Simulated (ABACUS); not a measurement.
## Si2W under changes of volume

One of the cells (13.479 Å³/atom); the others are scaled copies at fixed shape and fractional positions:

```xyz
3
Lattice="-1.6069 1.6069 3.9150 1.6069 -1.6069 3.9150 1.6069 1.6069 -3.9150" Properties=species:S:1:pos:R:3 pbc="T T T"
W     0.0000    0.0000    0.0000
Si    0.0000    0.0000    5.2092
Si    0.0000    0.0000    2.6207
```

```yaml
Program: ABACUS 3.10.1
Functional: PBE
Potentials_or_basis: PseudoDojo NC SR 0.4.1 PBE standard
Cutoff: 1007 eV
Density_cutoff: 4027 eV
Basis: plane waves
k_mesh: 12 × 12 × 12
Occupations: fermi-dirac, width 0.05 eV
Spin: no spin polarisation
```

```csv
volume (Å³/atom),energy over the lowest point (meV/atom),pressure (GPa),largest force (eV/Å)
12.670,58.49,20.0,0.260
12.939,30.12,13.8,0.195
13.209,11.56,8.3,0.135
13.479,1.82,3.3,0.078
13.748,0.00,-1.1,0.025
14.018,?,?,?
14.287,17.02,-8.7,0.073
```

Q: What does the run at 14.018 Å³/atom give?

A: Energy over the lowest point 5.31 meV/atom; pressure -5.1 GPa; largest force 0.026 eV/Å.

Worked out: A Birch-Murnaghan fit of order 3 (a polynomial in V^(-2/3)) to the other rows has its minimum at 13.68 Å³/atom with B0 = V·E''(V) = 220 GPa and B' = 4.5 at fixed shape and positions, which overstates the stiffness. It gives 5.34 meV/atom at 14.018 Å³/atom, against the run's 5.31, and -dE/dV = -5.1 GPa, against -5.1.

Energies are extrapolated to zero smearing.

Caveats: there are fewer bands than atomic start orbitals, so a level may be missed at k points of high symmetry.
